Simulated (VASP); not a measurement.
# AlAs (F-43m) in VASP: notebook

Aim: see how the results for AlAs move with the level of theory and the settings. Levels: HSE06, PBE, LDA. Tasks: band structure, phonons, dielectric tensor.

All numbers are computed with VASP 6.6.1; they aren't measurements. Logs are shortened: lines on timing, memory, paths and dates and some standing lists are left out, and cuts for length are marked.

**The experiment to reproduce.**

A printed reference work, textbook reports, for a bulk crystal of AlAs: high-frequency dielectric constant 8.16.

The results are compared with them further down.

## (1) The structure

Symmetry: F-43m, No. 216, cubic system. Conventional cell: a = 5.682 Å, b = 5.682 Å, c = 5.682 Å, α = 90.00°, β = 90.00°, γ = 90.00°. Around Al (site symmetry -43m) lie 4 As at 2.46 Å. Around As (site symmetry -43m) lie 4 Al at 2.46 Å.

## (2) Band structure, HSE06, spin-orbit coupling, no magnetisation

The input, POSCAR:

```
AlAs                                    
1.0
    0.0000000000      2.8408844733      2.8408844733
    2.8408844733      0.0000000000      2.8408844733
    2.8408844733      2.8408844733      0.0000000000
  Al              As            
     1     1
Direct
     0.0000000000000000    0.0000000000000000    0.0000000000000000
     0.2500000000000000    0.2500000000000000    0.2500000000000000
```

The input, INCAR.step1:

```
PREC     = Accurate       # precision mode
ENCUT    = 520            # plane-wave cutoff, eV
EDIFF    = 1E-5           # SCF threshold, eV
ISMEAR   = 0              # smearing method
SIGMA    = 0.03           # smearing width, eV
LREAL    = F              # projectors in reciprocal space
LASPH    = T              # aspherical terms in the spheres
NELM     = 80             # most SCF steps
ALGO     = Normal         # electronic algorithm
ISIF     = 2              # what is computed and relaxed
LWAVE    = T              # write WAVECAR
LCHARG   = F              # write CHGCAR
MAGMOM   = 0 0 0 0 0 0    # initial moments
LORBIT   = 11             # projections on sites
LSORBIT  = T              # spin-orbit coupling
GGA_COMPAT= F            
NBANDS   = 20             # bands
KPAR     = 4            
GGA      = PE             # functional
```

The input, INCAR.step2:

```
PREC     = Accurate       # precision mode
ENCUT    = 520            # plane-wave cutoff, eV
EDIFF    = 1E-6           # SCF threshold, eV
ISMEAR   = 0              # smearing method
SIGMA    = 0.03           # smearing width, eV
LREAL    = F              # projectors in reciprocal space
LASPH    = T              # aspherical terms in the spheres
NELM     = 80             # most SCF steps
ALGO     = Normal         # electronic algorithm
ISIF     = 2              # what is computed and relaxed
LWAVE    = F              # write WAVECAR
LCHARG   = F              # write CHGCAR
MAGMOM   = 0 0 0 0 0 0    # initial moments
LORBIT   = 11             # projections on sites
LSORBIT  = T              # spin-orbit coupling
GGA_COMPAT= F            
GGA      = PE             # functional
LHFCALC  = T              # exact exchange
HFSCREEN = 0.2            # screening, 1/A
PRECFOCK = Fast         
NBANDS   = 20             # bands
KPAR     = 4            
ISTART   = 1
```

The input, KPOINTS:

```
regular mesh
0
Gamma
  4 4 4
```

The input, KPOINTS_OPT:

```
explicit points
6
Reciprocal
 0.0000000000  0.0000000000  0.0000000000 1
 0.3750000000  0.3750000000  0.7500000000 1
 0.5000000000  0.5000000000  0.5000000000 1
 0.6250000000  0.2500000000  0.6250000000 1
 0.5000000000  0.2500000000  0.7500000000 1
 0.5000000000  0.0000000000  0.5000000000 1
```

Potentials or basis: VASP PAW PBE potentials, release 64 (Al, As).

Run with:

```console
cat potpaw_PBE.64/Al/POTCAR potpaw_PBE.64/As/POTCAR > POTCAR
cp INCAR.step1 INCAR
mpirun -np 4 vasp_ncl > vasp.out
cp INCAR.step2 INCAR
mpirun -np 4 vasp_ncl > vasp.out
```

OUTCAR:

```text
PREC = Accurate
   ENCUT = 520
   EDIFF = 1E-6
   ISMEAR = 0
   LREAL = F
   LASPH = T
   NELM = 80
   ISIF = 2
   LORBIT = 11
   LSORBIT = T
   GGA = PE
   LHFCALC = T
   HFSCREEN = 0.2
   PRECFOCK = Fast
   ISTART = 1

 ion  position               nearest neighbor table
   1  0.000  0.000  0.000-   2 2.46   2 2.46   2 2.46   2 2.46
   2  0.250  0.250  0.250-   1 2.46   1 2.46   1 2.46   1 2.46

  LATTYP: Found a face centered cubic cell.
 ALAT       =     5.6817689466

  Lattice vectors:

 A1 = (   0.0000000000,   2.8408844733,   2.8408844733)
 A2 = (   2.8408844733,   0.0000000000,   2.8408844733)
 A3 = (   2.8408844733,   2.8408844733,   0.0000000000)

Analysis of symmetry for initial positions (statically):
=====================================================================
 Subroutine PRICEL returns:
 Original cell was already a primitive cell.

 Routine SETGRP: Setting up the symmetry group for a
 face centered cubic supercell.

 Subroutine GETGRP returns: Found 24 space group operations
 (whereof 24 operations were pure point group operations)
 out of a pool of 48 trial point group operations.

The static configuration has the point symmetry T_d .

Analysis of symmetry for dynamics (positions and initial velocities):
=====================================================================
 Subroutine PRICEL returns:
 Original cell was already a primitive cell.

 Routine SETGRP: Setting up the symmetry group for a
 face centered cubic supercell.

 Subroutine GETGRP returns: Found 24 space group operations
 (whereof 24 operations were pure point group operations)
 out of a pool of 48 trial point group operations.

The dynamic configuration has the point symmetry T_d .

Analysis of structural, dynamic, and magnetic symmetry:
=====================================================================
 Subroutine PRICEL returns:
 Original cell was already a primitive cell.

 Routine SETGRP: Setting up the symmetry group for a
 face centered cubic supercell.
[... 391 lines left out ...]
  -------------------------------------------------------------------------------------
  Total        0.0167203      0.0167203      0.0167203      0.0000000      0.0000000     -0.0000000
  in kB        0.5842045      0.5842045      0.5842045      0.0000000      0.0000000     -0.0000000
  external PRESSURE =       0.5842045 kB  Pullay stress =       0.0000000 kB

 VOLUME and BASIS-vectors are now :
 -----------------------------------------------------------------------------
  energy-cutoff  :      520.00
  volume of cell :       45.86
      direct lattice vectors                 reciprocal lattice vectors
     0.000000000  2.840884473  2.840884473    -0.176001525  0.176001525  0.176001525
     2.840884473  0.000000000  2.840884473     0.176001525 -0.176001525  0.176001525
     2.840884473  2.840884473  0.000000000     0.176001525  0.176001525 -0.176001525

 POSITION                                       TOTAL-FORCE (eV/Angst)
 -----------------------------------------------------------------------------------
      0.00000      0.00000      0.00000         0.000000      0.000000      0.000000
      1.42044      1.42044      1.42044        -0.000000     -0.000000     -0.000000
 -----------------------------------------------------------------------------------
    total drift:                                0.000000      0.000001     -0.000000

  FREE ENERGIE OF THE ION-ELECTRON SYSTEM (eV)
  ---------------------------------------------------
  free  energy   TOTEN  =       -10.9132247750 eV

  energy  without entropy=      -10.9132247750  energy(sigma->0) =      -10.91322477

 Spin-Orbit-Coupling matrix elements

 Ion:    1  E_soc:     -0.0001502
 l=   1
     0.0000000    -0.0000250    -0.0000250
    -0.0000250     0.0000000    -0.0000250
    -0.0000250    -0.0000250     0.0000000
 l=   2
     0.0000000     0.0000000     0.0000000     0.0000000     0.0000000
     0.0000000     0.0000000     0.0000000     0.0000000     0.0000000
     0.0000000     0.0000000     0.0000000     0.0000000     0.0000000
     0.0000000     0.0000000     0.0000000     0.0000000     0.0000000
     0.0000000     0.0000000     0.0000000     0.0000000     0.0000000
 l=   3
     0.0000000     0.0000000     0.0000000     0.0000000     0.0000000     0.0000000     0.0000000
     0.0000000     0.0000000     0.0000000     0.0000000     0.0000000     0.0000000     0.0000000
     0.0000000     0.0000000     0.0000000     0.0000000     0.0000000     0.0000000     0.0000000
     0.0000000     0.0000000     0.0000000     0.0000000     0.0000000     0.0000000     0.0000000
     0.0000000     0.0000000     0.0000000     0.0000000     0.0000000     0.0000000     0.0000000
     0.0000000     0.0000000     0.0000000     0.0000000     0.0000000     0.0000000     0.0000000
     0.0000000     0.0000000     0.0000000     0.0000000     0.0000000     0.0000000     0.0000000

 Ion:    2  E_soc:     -0.0218136
 l=   1
     0.0000000    -0.0036267    -0.0036267
    -0.0036267     0.0000000    -0.0036267
    -0.0036267    -0.0036267     0.0000000
 l=   2
     0.0000000    -0.0000049     0.0000000    -0.0000049    -0.0000039
    -0.0000049     0.0000000    -0.0000030    -0.0000049    -0.0000010
     0.0000000    -0.0000030     0.0000000    -0.0000030     0.0000000
    -0.0000049    -0.0000049    -0.0000030     0.0000000    -0.0000010
    -0.0000039    -0.0000010     0.0000000    -0.0000010     0.0000000
 l=   3
     0.0000000     0.0000000     0.0000000     0.0000000     0.0000000     0.0000000     0.0000000
     0.0000000     0.0000000     0.0000000     0.0000000     0.0000000     0.0000000     0.0000000
     0.0000000     0.0000000     0.0000000     0.0000000     0.0000000     0.0000000     0.0000000
     0.0000000     0.0000000     0.0000000     0.0000000     0.0000000     0.0000000     0.0000000
     0.0000000     0.0000000     0.0000000     0.0000000     0.0000000     0.0000000     0.0000000
     0.0000000     0.0000000     0.0000000     0.0000000     0.0000000     0.0000000     0.0000000
     0.0000000     0.0000000     0.0000000     0.0000000     0.0000000     0.0000000     0.0000000

 total charge

# of ion       s       p       d       tot
------------------------------------------
    1        0.451   0.382   0.000   0.832
    2        1.198   1.736   0.024   2.959
--------------------------------------------------
tot          1.649   2.118   0.024   3.791

 magnetization (x)

# of ion       s       p       d       tot
------------------------------------------
    1        0.000  -0.000   0.000   0.000
    2       -0.000   0.000   0.000   0.000
--------------------------------------------------
tot          0.000  -0.000   0.000   0.000

 magnetization (y)

# of ion       s       p       d       tot
------------------------------------------
    1        0.000   0.000   0.000   0.000
    2       -0.000   0.000   0.000   0.000
--------------------------------------------------
tot          0.000   0.000   0.000   0.000

 magnetization (z)

# of ion       s       p       d       tot
------------------------------------------
    1        0.000   0.000   0.000   0.000
    2        0.000   0.000   0.000   0.000
--------------------------------------------------
tot          0.000   0.000   0.000   0.000
```

OSZICAR.step1:

```text
N       E                     dE             d eps       ncg     rms          rms(c)
DAV:   1     0.193961847017E+02    0.19396E+02   -0.27104E+03   400   0.625E+02
DAV:   2    -0.779499723597E+01   -0.27191E+02   -0.24474E+02   512   0.109E+02
DAV:   3    -0.950402841717E+01   -0.17090E+01   -0.16916E+01   528   0.255E+01
DAV:   4    -0.952230207168E+01   -0.18274E-01   -0.18267E-01   464   0.312E+00
DAV:   5    -0.952268202001E+01   -0.37995E-03   -0.37994E-03   524   0.450E-01    0.326E+00
DAV:   6    -0.931189254231E+01    0.21079E+00   -0.16852E-01   444   0.243E+00    0.189E+00
DAV:   7    -0.927588712787E+01    0.36005E-01   -0.12556E-01   444   0.196E+00    0.673E-01
DAV:   8    -0.927715224016E+01   -0.12651E-02   -0.93936E-03   432   0.627E-01    0.139E-01
DAV:   9    -0.927729018230E+01   -0.13794E-03   -0.36983E-04   472   0.143E-01    0.895E-02
DAV:  10    -0.927739821626E+01   -0.10803E-03   -0.82789E-05   452   0.545E-02    0.467E-02
DAV:  11    -0.927745808807E+01   -0.59872E-04   -0.11391E-04   444   0.677E-02    0.123E-02
DAV:  12    -0.927745915552E+01   -0.10675E-05   -0.62240E-06   412   0.141E-02
   1 F= -.92774592E+01 E0= -.92774592E+01  d E =-.835941E-16  mag=     0.0000    -0.0000    -0.0000
```

Wall time 5.1 min (4 MPI ranks of Intel Xeon Platinum 8259CL at 2.50GHz (Skylake/Cascade Lake), shared host); peak memory 0.35 GiB.

What came out:

| Item | Value |
| --- | --- |
| Free energy | -10.9132 eV |
| Pressure | 0.1 GPa |
| Valence electrons inside the program's atomic spheres | Al 0.83; As 2.96 |

Caveat: the k mesh is coarse (spacing up to 0.48 Å⁻¹), so the values aren't converged, least of all with exact exchange; the PAW data sets were made with another functional, which shifts forces and pressure a little.

## (3) Phonons, PBE

This run uses another cell than the first one, of 23.55 Å³/atom, 1.027 times its volume.

The input, POSCAR:

```
AlAs
1.0
    0.0000000000      2.8663086877      2.8663086877
    2.8663086877      0.0000000000      2.8663086877
    2.8663086877      2.8663086877      0.0000000000
  Al              As
     1     1
Direct
     0.0000000000000000    0.0000000000000000    0.0000000000000000
     0.2500000000000000    0.2500000000000000    0.2500000000000000
```

The input, INCAR.step1:

```
ALGO = Normal ; EDIFF = 1E-8
EDIFFG = -0.002 ; ENCUT = 600
GGA = PE ; IBRION = 2
ISIF = 3 ; ISMEAR = 0
LASPH = True ; LCHARG = False
LREAL = False ; LWAVE = False
NELM = 80 ; NSW = 40
PREC = Accurate ; SIGMA = 0.03
```

The input, INCAR.step2:

```
ALGO = Normal ; EDIFF = 1E-8
ENCUT = 600 ; GGA = PE
IBRION = 6 ; ISIF = 2
ISMEAR = 0 ; LASPH = True
LCHARG = False ; LREAL = False
LWAVE = False ; NELM = 80
NFREE = 2 ; NSW = 1
POTIM = 0.015 ; PREC = Accurate
SIGMA = 0.03
```

The input, KPOINTS:

```
k-points
0
Gamma
  8 8 8
```

Potentials or basis: VASP PAW PBE potentials, release 64 (Al, As).

Run with:

```console
cat potpaw_PBE.64/Al/POTCAR potpaw_PBE.64/As/POTCAR > POTCAR
cp INCAR.step1 INCAR
mpirun -np 1 vasp_std > vasp.out
cp CONTCAR POSCAR
cp INCAR.step2 INCAR
mpirun -np 1 vasp_std > vasp.out
```

OUTCAR:

```text
EDIFF = 1E-8
   ENCUT = 600
   GGA = PE
   IBRION = 6
   ISIF = 2
   ISMEAR = 0
   LASPH = True
   LREAL = False
   NELM = 80
   NFREE = 2
   NSW = 1
   POTIM = 0.015
   PREC = Accurate

 ion  position               nearest neighbor table
   1  0.000  0.000  0.000-   2 2.48   2 2.48   2 2.48   2 2.48
   2  0.250  0.250  0.250-   1 2.48   1 2.48   1 2.48   1 2.48

  LATTYP: Found a face centered cubic cell.
 ALAT       =     5.7326173754

  Lattice vectors:

 A1 = (   0.0000000000,   2.8663086877,   2.8663086877)
 A2 = (   2.8663086877,   0.0000000000,   2.8663086877)
 A3 = (   2.8663086877,   2.8663086877,   0.0000000000)

Analysis of symmetry for initial positions (statically):
=====================================================================
 Subroutine PRICEL returns:
 Original cell was already a primitive cell.

 Routine SETGRP: Setting up the symmetry group for a
 face centered cubic supercell.

 Subroutine GETGRP returns: Found 24 space group operations
 (whereof 24 operations were pure point group operations)
 out of a pool of 48 trial point group operations.

The static configuration has the point symmetry T_d .

Analysis of symmetry for dynamics (positions and initial velocities):
=====================================================================
 Subroutine PRICEL returns:
 Original cell was already a primitive cell.

 Routine SETGRP: Setting up the symmetry group for a
 face centered cubic supercell.

 Subroutine GETGRP returns: Found 24 space group operations
 (whereof 24 operations were pure point group operations)
 out of a pool of 48 trial point group operations.

The dynamic configuration has the point symmetry T_d .

 Subroutine INISYM returns: Found 24 space group operations
 (whereof 24 operations are pure point group operations),
 and found     1 'primitive' translations
[... 299 lines left out ...]

 E-fermi :   3.7307     XC(G=0):  -8.8950

 val. band max:        3.6142346867   @ k =   0.0000   0.0000   0.0000
 cond. band min:       5.0708237414   @ k =   0.0000   0.5000   0.5000
 fundamental gap:      1.4565890547
 Fermi energy:         3.7307353463

 k-point     1 :       0.0000    0.0000    0.0000
  band No.  band energies     occupation
      1      -8.0840      2.00000
      2       3.5322      2.00000
      3       3.5738      2.00000
      4       3.6142      2.00000
      5       5.3369      0.00000
      6       7.7768      0.00000
      7       7.7959      0.00000
      8       7.8164      0.00000
[... 243 lines left out ...]
 k-point    24 :      -0.3750    0.2500    0.1250
  band No.  band energies     occupation
      1      -6.4985      2.00000
      2      -1.5725      2.00000
      3       0.9759      2.00000
      4       2.1138      2.00000
      5       7.1551      0.00000
      6       7.8010      0.00000
      7      10.0928      0.00000
      8      11.0592      0.00000

 [... further k-points ...]
[... 5 lines left out ...]
  --------------------------------------------------------------------------------------
  -------------------------------------------------------------------------------------
  Total        0.0022844      0.0047008      0.0047008      0.0000000      0.1058242      0.0000000
  in kB        0.0777118      0.1599129      0.1599129      0.0000000      3.5999536      0.0000000
  external PRESSURE =       0.1325125 kB  Pullay stress =       0.0000000 kB
[... 17 lines left out ...]
  FREE ENERGIE OF THE ION-ELECTRON SYSTEM (eV)
  ---------------------------------------------------
  free  energy   TOTEN  =        -9.3871680078 eV

  energy  without entropy=       -9.3871680078  energy(sigma->0) =       -9.38716801

 INTERNAL STRAIN TENSORS FROM DISPLACED ATOMS
 ============================================

 INTERNAL STRAIN TENSOR FOR ION    1 for displacements in x,y,z  (eV/Angst):
          X           Y           Z          XY          YZ          ZX
  --------------------------------------------------------------------------------
  x    -0.00000     0.00000     0.00000     0.00000     7.05715     0.00000
  y     0.00000    -0.00000     0.00000     0.00000     0.00000     7.05715
  z     0.00000     0.00000    -0.00000     7.05715     0.00000     0.00000

 INTERNAL STRAIN TENSOR FOR ION    2 for displacements in x,y,z  (eV/Angst):
          X           Y           Z          XY          YZ          ZX
  --------------------------------------------------------------------------------
  x     0.00000    -0.00000    -0.00000     0.00000    -7.05739     0.00000
  y    -0.00000     0.00000    -0.00000     0.00000     0.00000    -7.05739
  z    -0.00000    -0.00000     0.00000    -7.05739     0.00000     0.00000

 Eigenvectors and eigenvalues of the dynamical matrix
 ----------------------------------------------------

   1 f  =   10.368977 THz    65.150204 2PiTHz  345.871844 cm-1    42.882624 meV
             X         Y         Z           dx          dy          dz
      0.000000  0.000000  0.000000     0.857436   -0.000000    0.000000
      1.433154  1.433154  1.433154    -0.514590    0.000000    0.000000
[... 21 lines left out ...]
   6 f/i=    0.000369 THz     0.002321 2PiTHz    0.012321 cm-1     0.001528 meV
             X         Y         Z           dx          dy          dz
      0.000000  0.000000  0.000000    -0.376803    0.347697    0.043927
      1.433154  1.433154  1.433154    -0.627848    0.579350    0.073193

 ELASTIC MODULI CONTR FROM IONIC RELAXATION (kBar)
 Direction    XX          YY          ZZ          XY          YZ          ZX
 --------------------------------------------------------------------------------
 XX          -0.0000      0.0000      0.0000     -0.0000      0.0000     -0.0000
 YY           0.0000     -0.0000     -0.0000     -0.0000     -0.0000      0.0000
 ZZ           0.0000     -0.0000     -0.0000      0.0000     -0.0000     -0.0000
 XY          -0.0000     -0.0000      0.0000   -194.1413      0.0000      0.0000
 YZ           0.0000     -0.0000     -0.0000      0.0000   -194.1413     -0.0000
 ZX          -0.0000      0.0000     -0.0000      0.0000     -0.0000   -194.1413
 --------------------------------------------------------------------------------
```

OSZICAR.step1:

```text
N       E                     dE             d eps       ncg     rms          rms(c)
DAV:   1     0.172929421262E+02    0.17293E+02   -0.32260E+03   464   0.839E+02
DAV:   2    -0.885747445362E+01   -0.26150E+02   -0.25072E+02   632   0.941E+01
DAV:   3    -0.959812802726E+01   -0.74065E+00   -0.74065E+00   560   0.208E+01
DAV:   4    -0.960252502033E+01   -0.43970E-02   -0.43970E-02   768   0.180E+00
DAV:   5    -0.960253139511E+01   -0.63748E-05   -0.63748E-05   560   0.604E-02    0.312E+00
DAV:   6    -0.941764437147E+01    0.18489E+00   -0.40789E-01   512   0.288E+00    0.180E+00
DAV:   7    -0.938732069281E+01    0.30324E-01   -0.17312E-01   600   0.204E+00    0.672E-01
DAV:   8    -0.938784533090E+01   -0.52464E-03   -0.10385E-02   472   0.629E-01    0.109E-01
DAV:   9    -0.938800226045E+01   -0.15693E-03   -0.32100E-04   688   0.140E-01    0.672E-02
DAV:  10    -0.938814827680E+01   -0.14602E-03   -0.21696E-04   512   0.103E-01    0.108E-02
DAV:  11    -0.938814926537E+01   -0.98858E-06   -0.26829E-05   640   0.251E-02    0.381E-03
DAV:  12    -0.938814987793E+01   -0.61255E-06   -0.18148E-06   528   0.104E-02    0.147E-03
DAV:  13    -0.938814996276E+01   -0.84829E-07   -0.57927E-07   592   0.388E-03    0.111E-03
DAV:  14    -0.938814996211E+01    0.64654E-09   -0.24792E-08   576   0.103E-03
   1 F= -.93881500E+01 E0= -.93881500E+01  d E =-.938815E+01
```

It took 73 s on 1 thread of Intel Xeon Platinum 8488C (Sapphire Rapids), shared host; peak memory 0.23 GiB.

What came out:

```
Highest phonon frequency at Γ, LO-TO splitting left out : 346 cm⁻¹
```

Phonon frequencies in cm⁻¹ (negative: imaginary):
| q point | frequencies |
| --- | --- |
| (0.000, 0.000, 0.000) | 0 0 0 346 346 346 |

[end of part 1 of 2]
